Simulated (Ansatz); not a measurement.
Nb: band structure with LDA

The system is Nb.

```
Nb
1.0
     0.00000    2.11500    2.11500
     2.11500    0.00000    2.11500
     2.11500    2.11500    0.00000
Nb
1
Direct
  0.00000 0.00000 0.00000
```

This isn't the form of Nb at room conditions, which is bcc.

```json
{
  "Program": "Ansatz 0.2.0",
  "Task": "band structure",
  "Functional": "LDA",
  "Potentials or basis": "Ansatz PAW",
  "Cutoff": "420 eV (not typed: the program's choice for these potentials)",
  "k mesh": "11 × 11 × 11",
  "Occupations": "fermi-dirac, width 0.05 eV",
  "Spin": "no spin polarisation",
  "Path": "[[\"G\", \"X\", \"W\", \"K\", \"G\", \"L\", \"U\", \"W\", \"L\", \"K\"], [\"U\", \"X\"]]",
  "Points for each segment of the path": "14"
}
```

```yaml
Pressure: -11.0 GPa
Band_gap_on_the_k_mesh: none (metal or under the smearing width)
```

Levels at the corners of the path, in eV from the Fermi level:
```
point  band 3  band 4  band 5  band 6  band 7  band 8  band 9  band 10
    Γ  -30.10  -30.10   -6.19    0.08    0.08    0.08    2.63     2.63
    X  -30.52  -30.52   -4.03   -3.29    3.56    4.56    5.17     5.17
    W  -30.87  -30.54   -2.63   -1.11   -1.11    1.82    5.18     9.96
    K  -30.78  -30.43   -3.08   -2.20    0.56    2.71    4.30     8.23
    Γ  -30.10  -30.10   -6.19    0.08    0.08    0.08    2.63     2.63
    L  -30.26  -30.26   -3.82   -0.11   -0.11    1.39    4.60     4.60
    U  -30.78  -30.43   -3.08   -2.20    0.56    2.71    4.30     8.23
    W  -30.87  -30.54   -2.63   -1.11   -1.11    1.82    5.18     9.96
    L  -30.26  -30.26   -3.82   -0.11   -0.11    1.39    4.60     4.60
    K  -30.78  -30.43   -3.08   -2.20    0.56    2.71    4.30     8.23
    U  -30.78  -30.43   -3.08   -2.20    0.56    2.71    4.30     8.23
    X  -30.52  -30.52   -4.03   -3.29    3.56    4.56    5.17     5.17
```

Run time: 0.96 s on 2 threads of Intel(R) Xeon(R) Platinum 8488C (Sapphire Rapids), with other jobs on the host, peak memory 0.32 GiB.

Caveat: the PAW data sets come from PBE, with cores solved anew for the run's functional, which leaves a small shift of forces and pressure.
